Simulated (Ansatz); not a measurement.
## Co: single point with PBE

Crystal: Co.

```
Co
1.0
     2.48736    0.00000    0.00000
    -1.24368    2.15412    0.00000
     0.00000    0.00000    4.06329
Co
2
Direct
  0.33333 0.66667 0.74014
  0.66667 0.33333 0.25986
```

```yaml
Program: Ansatz 0.2.0
Task: single point
Functional: PBE
Potentials_or_basis: Ansatz PAW
Cutoff: "420 eV (not typed: the program's choice for these potentials)"
k_mesh: 12 × 12 × 7
Occupations: gaussian, width 0.027 eV
Spin: collinear spin, ferromagnetic start
Starting_moments: "[2.0, 2.0] μB"
```

```
Pressure               : 0.8 GPa
Largest force          : 0.485 eV/Å
Band gap on the k mesh : none (metal or under the smearing width)
Net moment             : 3.28 μB per cell
Absolute moment        : 3.61 μB per cell
Site moments           : Co +1.72 μB
```

Forces on the atoms (eV/Å):
```
Co   0.000  0.000  0.485
Co   0.000  0.000 -0.485
```

Stress tensor (GPa, compression positive):
```
 1.87  0.00  0.00
 0.00  1.87  0.00
 0.00  0.00 -1.31
```

Levels at points of the mesh, in eV from the Fermi level:
Spin up:
```
            k point  band 15  band 16  band 17  band 18  band 19  band 20  band 21  band 22  band 23
 (0.00, 0.00, 0.00)    -2.37    -1.95    -1.95    -0.87    -0.87    -0.29     6.04    21.83    24.30
(0.00, -0.50, 0.00)    -2.26    -0.73    -0.71    -0.55     1.23     3.24     9.30    10.27    12.41
```
Spin down:
```csv
k point,band 13,band 14,band 15,band 16,band 17,band 18
"(0.00, 0.00, 0.00)",-0.98,-0.67,-0.67,-0.32,-0.10,-0.10
"(0.00, -0.50, 0.00)",-1.11,-1.09,-0.66,1.21,1.31,1.37
```

Run time: 12 s on 2 threads of Intel(R) Xeon(R) Processor @ 2.50GHz (Skylake/Cascade Lake) (shared host), peak memory 0.42 GiB.
